Atoms resist being pushed together ever more steeply and lose their grip gradually when pulled apart. A crystal squeezed along one edge should therefore stiffen as clearly as a stretched one softens. For Al3Cu only half of this comes true. The stretched crystal softens strongly, but the squeezed one gives an almost straight stress curve.

Ansatz 0.2.0 plane-wave PAW calculation (PBEsol, scalar-relativistic, no spin polarisation) of Cu3Au-type Al3Cu, 4-atom cubic cell, a = 3.892 Å, strained along one edge with the other edges and fractional coordinates fixed. Cutoff 420 eV, k mesh 12×12×12, Gaussian smearing 0.15 eV. Energies are free energies relative to the unstrained cell; pressure is positive in compression.

```
strain  energy change (meV/atom)  tensile stress along pattern (GPa)  pressure (GPa)
  -0.1                      93.2                              -20.58           13.41
-0.075                      51.9                              -15.26            9.38
 -0.05                      23.1                               -9.93            5.83
-0.025                       5.8                               -5.06            2.71
     0                       0.0                                0.01           -0.01
 0.025                       5.4                                4.47           -2.33
  0.05                      19.7                                7.75           -4.26
 0.075                      40.2                                9.95           -5.86
0.0875                      52.1                               10.71           -6.54
   0.1                      64.8                               11.38           -7.14
```

The two rows at a strain of 0.1, one squeezed and one stretched, show the contrast. The squeezed crystal pushes back with 20.58 GPa, while the stretched one pulls with 11.38 GPa. A single exponential binding law for the whole axial stress, fitted to the unstrained and stretched rows, follows those rows closely. Carried over to the most squeezed row, it gives a stress 88 % above the calculated one. The ordinary asymmetry of bonds is thus not enough to describe the curve.

The missing piece is that this strain changes two things at once. The other two edges are held fixed, so the cell changes its volume and also its shape, from cubic to tetragonal. The axial stress σ can be split accordingly:

σ = −p + S

Here p is the pressure of the table, which is minus the average of the three normal stresses. S, the shape part, is two thirds of the difference between axial and lateral stress. For the squeezed row the split reads −20.58 = −13.41 − 7.17 GPa, and for the stretched one 11.38 = 7.14 + 4.24 GPa.

The pressure behaves as the naive picture demands. Its resistance to further strain grows with every step of compression and falls with every step of tension, as in an ordinary equation of state. A Vinet law fitted only to the unstrained and stretched rows overshoots the pressure of the most squeezed row by 12 %. Part of that miss may arise because the pressure depends on shape as well as volume once the strain is large.

The shape part is different, since it softens in both directions. From the compression step next to zero to the outermost one, the slope of the mean stress −p rises by 161 − 109 = 52 GPa. Over the same range the slope of the shape part falls by 94 − 52 = 42 GPa. The two changes nearly cancel, and this is why the squeezed crystal looks linear. It is a balance of two curved responses, not a sign of simple springs.

Geometry offers a reason for the softening under compression. An fcc lattice shortened along one cube edge, with the others held, reaches the bcc shape when that edge has shrunk by the factor 1/√2, a strain of −0.293. If all atoms were alike, that shape would be cubic again, axial and lateral stress would be equal, and S would vanish. The size of S must therefore pass a maximum on the way, and its slope must fall before that. In Al3Cu the ordered copper atoms make this second zero only approximate.

The bonds show how this comes about. Eight of the twelve bonds of each atom slant between the squeezed edge and the sides. As the edge shrinks they lean over, and more of their push goes sideways. The lateral stresses of the run fit this picture. From −0.025 to −0.1 the sideways push grows more than sixfold, while the axial push grows only about fourfold. For bonds that push only along their length, the tilt by itself is expected to give just part of this difference.

A simple curve with zeros at both shapes is a sine with one constant, the initial slope G. Fitted to the unstrained and squeezed rows, G is 87.6 GPa. For a strain of size 0.1 this gives

|S| = G × (0.293/π) × sin(π × 0.1/0.293) = 87.6 × 0.093 × 0.88 ≈ 7.2 GPa

The calculation has 7.17 GPa in the squeezed row, which was part of the fit. The agreement supports the geometric argument without proving it, because shorter bonds should also stiffen the crystal and the fitted constant may absorb some of that.

For the stretched row the same sine again gives 7.2 GPa, which is 69 % too much. Here the cell moves away from the bcc shape, and eight of the twelve neighbour distances grow by about 5 %. Weakening of these bonds can be expected to flatten the axial stress. The lateral stress of the run, however, keeps rising almost evenly up to the last row, so the difference between the two levels off. A possible reason for the steady sideways pull is that metal atoms tend to bind their remaining close neighbours more tightly when others move away, though the calculation does not isolate this. Both parts now soften together, so the curve bends strongly. In the last step about 90 % of the remaining rise comes from the mean stress. The total is still rising at the end, so the scan does not reach the highest stress of this path. Whether another distortion would make the crystal fail earlier was not tested.

One irregularity remains on the compression side. Between −0.05 and −0.025 the slope of the axial stress dips to 195 GPa, with 213 and 203 GPa in the neighbouring steps. The mean stress runs smoothly through this range, so the dent belongs to the shape part. Electron states crossing the Fermi level could cause it. The smearing correction to the energy, a rough gauge of how many states lie near that level, grows up to a strain of −0.05 and then shrinks slightly. It also turns in tension, where the slope shows no dent, so this hint is weak. The finite k mesh could cause the dent as well. A repeat with a denser mesh would be the first test, and the bands near the Fermi level the next.

For anyone who reads an elastic constant from such a scan, the strain range matters. A slope drawn evenly across zero cancels the simplest curvature of the stress, but not the higher terms. The slope drawn between −0.025 and 0.025 gives an elastic constant C11 of 191 GPa, but between −0.1 and 0.1 it gives only 160 GPa. The value has not settled at the smallest strain used. It also applies to a crystal whose sides are held; a bar with free sides would be governed by Young's modulus, which is lower. The analysis printed below lists the split for every row, and shows how far each fit misses the rows left out of it.

Numerical output:

```
Split of the axial stress and slopes since the row before (GPa):
     row  shape part  slope of axial stress  slope of mean part  slope of shape part
    -0.1       -7.17                    n/a                 n/a                  n/a
  -0.075       -5.88                  212.8               161.2                 51.6
   -0.05        -4.1                  213.2                 142                 71.2
  -0.025       -2.35                  194.8               124.8                   70
     0.0           0                  202.8               108.8                   94
   0.025        2.14                  178.4                92.8                 85.6
    0.05        3.49                  131.2                77.2                   54
   0.075        4.09                     88                  64                   24
  0.0875        4.17                   60.8                54.4                  6.4
     0.1        4.24                   53.6                  48                  5.6
C11 from the chord between -0.025 and 0.025 (GPa): 190.6
the same chord between -0.05 and 0.05 (GPa): 176.8
the same chord between -0.1 and 0.1 (GPa): 159.8
size of axial stress at -0.1 over that at 0.1: 1.808
share of the mean part in the last rise of stress, 0.0875 to 0.1 (%): 89.55
largest gap between integrated stress and energy change (meV/atom): 0.6606
fit of sig on 6 rows (strain >= 0): coefficient of strain*exp(-s*strain) 209.8 +/- 0.28, s 6.125; rms 0.0221, worst 0.0875 0.0299, leave-one-out rms 0.0366
  rows outside the fit (model, value, miss): -0.1 -38.7, -20.58, -18.1; -0.075 -24.91, -15.26, -9.65; -0.05 -14.25, -9.93, -4.32; -0.025 -6.112, -5.06, -1.05
fit of pressure on 6 rows (strain >= 0): coefficient of 3*(1-lin)/lin**2*exp(s*(1-lin)) 102.4 +/- 0.075, s 8.167; rms 0.00732, worst 0.0 0.01, leave-one-out rms 0.0128
  rows outside the fit (model, value, miss): -0.1 15.07, 13.41, 1.66; -0.075 10.23, 9.38, 0.854; -0.05 6.188, 5.83, 0.358; -0.025 2.812, 2.71, 0.102
fit of shp on 5 rows (strain <= 0): coefficient of eb/pi*sin(pi*strain/eb) 87.64 +/- 0.84; rms 0.0894, worst -0.025 0.185, leave-one-out rms 0.0956
  rows outside the fit (model, value, miss): 0.025 2.165, 2.14, 0.0247; 0.05 4.175, 3.49, 0.685; 0.075 5.886, 4.09, 1.8; 0.0875 6.591, 4.17, 2.42; 0.1 7.177, 4.24, 2.94
excess of the axial law over the calculation at -0.1 (%): 88.06
excess of the pressure law over the calculation at -0.1 (%): 12.41
excess of the sine for the shape part over the calculation at 0.1 (%): 69.27
```
